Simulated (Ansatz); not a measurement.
## Is this Fe result the lowest state?

Fe is taken as an experimental structure (space group Fm-3m, primitive cell doubled), 2 atoms in the cell. The computed pressure is over 10 GPa in size, so the cell is far from the computed equilibrium volume. Source: COD entry 9015529; it may be a high-temperature, high-pressure or metastable form.

Level of theory: Ansatz development build ahead of 0.2.0, DFT, PBEsol, PAW, plane waves, scalar-relativistic.

```yaml
crystal:
  lattice:
    - [0.0, 3.531, 3.531]
    - [1.7655, 0.0, 1.7655]
    - [1.7655, 1.7655, 0.0]
  atoms:
    - { symbol: Fe, position: [0.0, 0.0, 0.0], spin: 4.0 }
    - { symbol: Fe, position: [0.5, 0.0, 0.0], spin: 4.0 }
magnetization:
  spin_polarized: true
hamiltonian:
  xc: pbesol
  pseudopotentials: { kind: paw }
basis:
  ecutwfc: 420
kpoints:
  mp_grid: { grid: [6, 11, 11] }
scf:
  occupations: { method: fermi_dirac, width: 0.1 }
  lower_state_search: "off"
output:
  forces: true
  stress: true
```

It took 7.2 s on 2 threads of x86-64 server CPU (shared host), peak memory 0.48 GiB.

The end of the output:

```
SCF converged after 14 iterations
Magnetization: 2.3282 μB (17.1641 up, 14.8359 down)
Absolute magnetization: 2.4118 μB (∫|ρ↑−ρ↓|, with the PAW one-centre terms)
Spin contamination: 0.0297 ħ² per cell (⟨S²⟩ above its minimum at these occupations)
Per-site moments (μB) at R_I (Å): [(1.1774, 1.0299), (1.1774, 1.0299)]
Free energy (F): -8897.477098 eV
Harris-Foulkes:  -8897.477098 eV  (|F-HF|=3.48e-9)
Internal energy: -8897.364751 eV  (E = F + TS)
E sigma→0 (E₀):  -8897.420924 eV
Entropy (-TS):   -0.112347 eV (-56.173 meV/atom)
Fermi energy:    19.101245 eV
--- Forces (eV/Å), atoms counted from 1 ---
  atom   1  Fe     0.00000000     0.00000000     0.00000000
  atom   2  Fe     0.00000000     0.00000000     0.00000000
--- Stress (GPa, compression-positive) ---
      -18.165522      -0.017199      -0.017199
       -0.017190     -18.088388      -0.017072
       -0.017190      -0.017072     -18.088388
  P = ⅓ Tr σ = -18.1141 GPa (-181.141 kbar)
```

The mesh is too coarse to rank close states of a metal with certainty: differences of some tens of meV/atom may change, at times in sign. The mesh has less symmetry than the lattice, which lowers the symmetry of the run.

Site moments are taken inside atomic spheres and don't add up to the total.

Would you trust this as the ground state? If a lower solution is known, describe it.

No lower state turned up: it is the lowest of 3 states reached by 11 converged runs, and the next lies 0.4 meV/atom higher (antiferromagnetic, site moments Fe1 1.24, Fe2 -1.24 μB, total 0.00 μB per cell, no gap on the k-mesh). That doesn't prove a ground state. States within about 5 meV/atom are too close for this mesh, smearing and search to settle their order. This multiple of the primitive cell fits some opposed orders; other multiples fit others. Only collinear orders within this cell were tried; the true ground state may need a larger cell.
